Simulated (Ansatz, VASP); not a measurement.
## AlN: VASP beside Ansatz

The input INCAR:

```
PREC     = Accurate       # precision mode
ENCUT    = 520            # plane-wave cutoff, eV
EDIFF    = 1E-6           # SCF threshold, eV
ISMEAR   = 0              # smearing method
SIGMA    = 0.05           # smearing width, eV
LREAL    = False          # projectors in reciprocal space
LASPH    = True           # aspherical terms in the spheres
NELM     = 100            # most SCF steps
ALGO     = Normal         # electronic algorithm
ISIF     = 2              # what is computed and relaxed
LWAVE    = False          # write WAVECAR
LCHARG   = False          # write CHGCAR
GGA      = PE             # functional
NBANDS   = 16             # bands
```

The input KPOINTS:

```
Automatic mesh
0
Gamma
  12 12 6
```

The input POSCAR:

```
AlN
1.0
    3.0176720870      0.0000000000      0.0000000000
   -1.5088360435      2.6133806877      0.0000000000
    0.0000000000      0.0000000000      4.9033300000
Al N
2 2
Direct
    0.3333333333      0.6666666667      0.0000000000
    0.6666666667      0.3333333333      0.5000000000
    0.3333333333      0.6666666667      0.3850000000
    0.6666666667      0.3333333333      0.8850000000
```

Input for Ansatz:

```yaml
crystal:
  lattice:
    - [3.017672087, 0.0, 0.0]
    - [-1.5088360435, 2.6133806877, 0.0]
    - [0.0, 0.0, 4.90333]
  atoms:
    - { symbol: Al, position: [0.3333333333, 0.6666666667, 0.0] }
    - { symbol: Al, position: [0.6666666667, 0.3333333333, 0.5] }
    - { symbol: "N", position: [0.3333333333, 0.6666666667, 0.385] }
    - { symbol: "N", position: [0.6666666667, 0.3333333333, 0.885] }
basis:
  ecutwfc: 420
kpoints:
  mp_grid: { grid: [12, 12, 6] }
hamiltonian:
  xc: pbe
scf:
  occupations: { method: gaussian, width: 0.05 }
output:
  forces: true
  stress: true
  eigenvalues: true
```

Change from the starting cell: strain -0.030 along x and y, -0.015 along z, atoms carried along.

Alike in both runs: task single point; functional PBE; k mesh 12 × 12 × 6; occupations gaussian, width 0.05 eV; no spin polarisation.

|  | VASP | Ansatz |
| --- | --- | --- |
| version | VASP 6.6.1 | Ansatz 0.2.0 |
| potentials or method | VASP PAW PBE potentials, release 64 (Al, N) | scalar-relativistic, plane waves, PAW |
| plane-wave cutoff (eV) | 520 | 420 |
| valence electrons in the cell | 16 | 16 |

Ansatz gave:

| Item | Value |
| --- | --- |
| gap on the k mesh at the Fermi level (eV) | 4.88 |
| least direct gap on the mesh (eV) | 4.88 |
| pressure (GPa) | 22.8 |
| largest component of the traceless stress (GPa) | 7.67 |
| rms of the force components (eV/Å) | 0.243 |

Question: Which values does VASP return?

Answer: gap on the k mesh at the Fermi level (eV): 4.89; least direct gap on the mesh (eV): 4.89; pressure (GPa): 22.6; largest component of the traceless stress (GPa): 7.69; rms of the force components (eV/Å): 0.245.

Atom by atom the forces differ by 0.002 eV/Å (rms over components). With one functional, cell and mesh, what is left measures potentials, basis and numerics.

Caveats: so large a pressure means that the cell lies far from this level's equilibrium, or that cutoff or potentials fall short (VASP). A k mesh can miss the band edges.
